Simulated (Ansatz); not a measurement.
Crystal: MoS2.

```xyz
6
Lattice="3.1690 0.0000 0.0000 -1.5845 2.7444 0.0000 0.0000 0.0000 12.3240" Properties=species:S:1:pos:R:3 pbc="T T T"
Mo    1.5845    0.9148    9.2430
Mo    0.0000    1.8296    3.0810
S     1.5845    0.9148    4.6461
S     0.0000    1.8296   10.8081
S     1.5845    0.9148    1.5159
S     0.0000    1.8296    7.6779
```

Base run:

```yaml
Program: Ansatz 0.2.0
Functional: LDA
Potentials_or_basis: Ansatz PAW
Cutoff: "420 eV (not typed: the program's choice for these potentials)"
k_mesh: 10 × 10 × 3
Occupations: fermi-dirac, width 0.05 eV
Spin: no spin polarisation
```

Its results: band gap on the k mesh 0.85 eV, indirect (least direct gap 1.86 eV); pressure -5.7 GPa; largest force 0.481 eV/Å.

After a change of settings the same cell gave: band gap on the k mesh 0.88 eV, indirect (least direct gap 1.87 eV); pressure -3.0 GPa; largest force 0.313 eV/Å. Which change was it?
A. k mesh from 10 × 10 × 3 to 7 × 7 × 3; spin from no spin polarisation to spin-orbit coupling, no magnetisation; potential files from those of the base run to others of the same set
B. functional from LDA to PBEsol
C. functional from LDA to PBE; occupations from fermi-dirac, width 0.05 eV to gaussian, width 0.014 eV

B.

PBEsol binds less tightly than LDA, so the same cell stands under more pressure.

Caveats: the PAW data sets come from PBE, with cores solved anew for the run's functional, which leaves a small shift of forces and pressure; this functional lacks dispersion, which binds the layers, so the pressure and a relaxed spacing across them are unreliable (some runs).
